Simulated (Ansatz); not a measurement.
Runs of Ansatz 0.2.0 on GaSb. It takes space group F-43m (No. 216, cubic). Conventional cell: a = 6.118 Å, b = 6.118 Å, c = 6.118 Å, α = 90.00°, β = 90.00°, γ = 90.00°. Around Sb (site symmetry -43m) lie 4 Ga at 2.65 Å. Ga (site symmetry -43m) is surrounded by 4 Sb at 2.65 Å. 

```tsv
task	level	spin	cell	k mesh	smearing	mesh quality	gap on the mesh (eV)	pressure (GPa)	relaxed volume (Å³/atom)
relaxation of cell and atoms	RPBE+D3(BJ)	off	relaxed	8 × 8 × 8	fermi-dirac 0.05 eV	not flagged	0.72	0.0	(a)
single point	PBE	off	as given	8 × 8 × 8	gaussian 0.028 eV	not flagged	0.03	2.3	-
relaxation of cell and atoms	PBE+D4	off	relaxed	8 × 8 × 8	fermi-dirac 0.05 eV	not flagged	none	0.0	28.53
single point	PBE	off	as given	8 × 8 × 8	gaussian 0.025 eV	not flagged	0.03	2.3	-
relaxation of cell and atoms	PBE+D3(BJ)	off	relaxed	8 × 8 × 8	fermi-dirac 0.05 eV	not flagged	none	0.0	28.79
relaxation of cell and atoms	PBEsol+D3(BJ)	off	relaxed	8 × 8 × 8	fermi-dirac 0.05 eV	not flagged	0.25	0.0	27.56
relaxation of cell and atoms	PBEsol+D4	off	relaxed	8 × 8 × 8	fermi-dirac 0.05 eV	not flagged	0.18	0.0	27.84
single point	PBE	off	as given	8 × 8 × 8	gaussian 0.027 eV	not flagged	0.03	2.3	-
single point	PBE0	SOC, no magnetisation	as given	4 × 4 × 4	fermi-dirac 0.05 eV	coarse	(c)	(b)	-
single point	PBE	off	as given	8 × 8 × 8	gaussian 0.026 eV	not flagged	0.03	2.3	-
```

Alike in all rows: potentials or basis Ansatz PAW; cutoff (eV) 420.

Problem. Fill in the values left out.

Solution. (a) 25.67; (b) 0.6; (c) 1.27.

Caveats: some runs use coarse meshes; spin-orbit coupling is left out, which moves the levels of the heavy elements (some runs); the plane-wave basis is chosen anew once the cell has moved, so the energies of steps on either side of that aren't comparable (some runs); the PAW data sets come from PBE, with cores solved anew for the run's functional, which leaves a small shift of forces and pressure (some runs); pairwise dispersion overbinds metals, which lowers pressure and volume (some runs); this crystal is a semiconductor, whose small gap the functional closes, so the metal is an error of the method (some runs); the volume moved by -10 % from the deposited cell, more than functionals usually miss (some runs); the thresholds are loose for stress (some runs).

A k mesh can miss the band edges, and rows without SOC leave out spin-orbit coupling on Ga, Sb.

A gap of «none» marks a metal or a gap under the smearing width.
